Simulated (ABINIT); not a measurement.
Crystal: InP.

```xyz
2
Lattice="0.0000 2.9305 2.9305 2.9305 0.0000 2.9305 2.9305 2.9305 0.0000" Properties=species:S:1:pos:R:3 pbc="T T T"
In    0.0000    0.0000    0.0000
P     4.3957    4.3957    4.3957
```

Base run:

```yaml
Program: ABINIT 10.8.3 (patched build)
Functional: RPBE
Potentials_or_basis: JTH PAW PBE v2.0 sp
Cutoff: 544 eV
k_mesh: 8 × 8 × 8
Occupations: fermi-dirac, width 0.05 eV
Spin: no spin polarisation
```

Its results: band gap on the k mesh 0.93 eV, direct.

Q: After a change of settings the same cell gave: band gap on the k mesh 1.11 eV, direct. Which change was it?
A. functional from RPBE to HLE16
B. functional from RPBE to LDA-Teter; potentials or basis from JTH PAW PBE v2.0 sp to JTH PAW LDA v2.0; valence electrons from 8 to 18
C. functional from RPBE to revPBE
D. functional from RPBE to PBE

A: A.

Caveats: spin-orbit coupling is left out, which moves the levels of the heavy elements; this set keeps more shells in the core, which shifts pressures and gaps; the potentials were made for a functional far from this one (some runs).
